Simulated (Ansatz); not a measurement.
# Si: the cost of one run

Program: Ansatz 0.2.0. Level of theory: DFT LDA, scalar-relativistic, plane waves, PAW. These are calculated values, not measurements.

## Step 1: The system as given

The structure is hexagonal, space group P6/mmm (No. 191). Conventional cell: a = 2.621 Å, b = 2.621 Å, c = 2.466 Å, α = 90.00°, β = 90.00°, γ = 120.00°. Si (site symmetry 6/mmm) has 8 Si at 2.47 to 2.62 Å as nearest neighbours.

As a file:

```
CELL_PARAMETERS angstrom
2.62054 0.00000 0.00000
-1.31027 2.26946 0.00000
0.00000 0.00000 2.46635
ATOMIC_POSITIONS crystal
Si 0.00000 0.00000 0.00000
```

The structure comes from the Materials Project (structure only).

## Step 2: Another functional, on a distorted cell: LDA

The change: strain xx, yy, zz, yz, xz, xy = +1.3, +1.3, +1.3, +0.0, +0.0, +0.0 %.

The input, input.yaml:

```yaml
crystal:
  lattice:
    - [2.6546884878, 0.0, 0.0]
    - [-1.3273442439, 2.2990276695, 0.0]
    - [0.0, 0.0, 2.4984909877]
  atoms:
    - { symbol: Si, position: [0.0, 0.0, 0.0] }
basis:
  ecutwfc: 420
kpoints:
  mp_grid: { grid: [18, 18, 16] }
hamiltonian:
  xc: lda
scf:
  occupations: { method: gaussian, width: 0.1 }
output:
  forces: true
  stress: true
  eigenvalues: true
```

On the command line:

```console
$ ansatz run input.yaml --threads 1 --pin off --max-ram 1331MiB --backend cpu --events-out ev --progress --plain --runs-dir out
```

Q: Estimate wall time and peak memory on 1 thread of an x86-64 CPU, shared host.

About 4.2 s, with a peak of 0.32 GiB.
